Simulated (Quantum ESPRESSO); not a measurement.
## TaS2: zone-centre phonons under several settings

```
Ta S
1.0
     3.35000    0.00000    0.00000
    -1.67500    2.90119    0.00000
     0.00000    0.00000    5.86000
Ta S
1 2
Direct
  0.00000 0.00000 0.00000
  0.66667 0.33333 0.75000
  0.33333 0.66667 0.25000
```

All runs used Quantum ESPRESSO 7.5; no spin polarisation.

```csv
level,potentials,k mesh (s: shifted),geometry,cutoff (eV),occupations,volume (Å³/atom),pressure (GPa),lowest optical mode without the field (cm⁻¹),highest optical mode without the field (cm⁻¹)
PBE,PseudoDojo 0.4.1 SR PBE standard,9 × 9 × 5,"given cell, atoms relaxed",789,"gaussian, width 0.272 eV",18.98,2.7,217,370
LDA,PseudoDojo 0.4.1 SR LDA standard,9 × 9 × 5,"given cell, atoms relaxed",789,"gaussian, width 0.272 eV",18.98,-2.9,215,365
BLYP+D2,PseudoDojo 0.4.1 SR PBE standard,5 × 5 × 3,given cell,789,"gaussian, width 0.272 eV",18.98,?,?,?
PBE,SSSP 1.3 efficiency PBE,8 × 8 × 4,relaxed cell,748,"methfessel-paxton, width 0.136 eV",21.25,0.1,207,361
```

**Question.** What stands in the row left open?

**Answer.** Pressure 14.2 GPa; lowest optical mode without the field 227 cm⁻¹; highest optical mode without the field 408 cm⁻¹.

Caveats: some runs use coarse meshes; the mesh is thin for the phonons of a metal; this functional lacks dispersion, which binds the layers, so the pressure and a relaxed spacing across them are unreliable (some runs); the atoms weren't relaxed first, which shifts the frequencies (some runs); the potentials were made for another functional, which shifts forces and pressure (some runs); the cell is more than 3 GPa from zero pressure, which shifts response properties (some runs); the layers were relaxed without a dispersion term, so their spacing and the soft interlayer modes are unreliable (some runs).

For the row left open. Caveat: the k mesh is coarse (spacing up to 0.43 Å⁻¹), so the values aren't converged; the atoms weren't relaxed first, which shifts the frequencies; the mesh is thin for the phonons of a metal; the potentials were made for another functional, which shifts forces and pressure; the cell is more than 3 GPa from zero pressure, which shifts response properties.
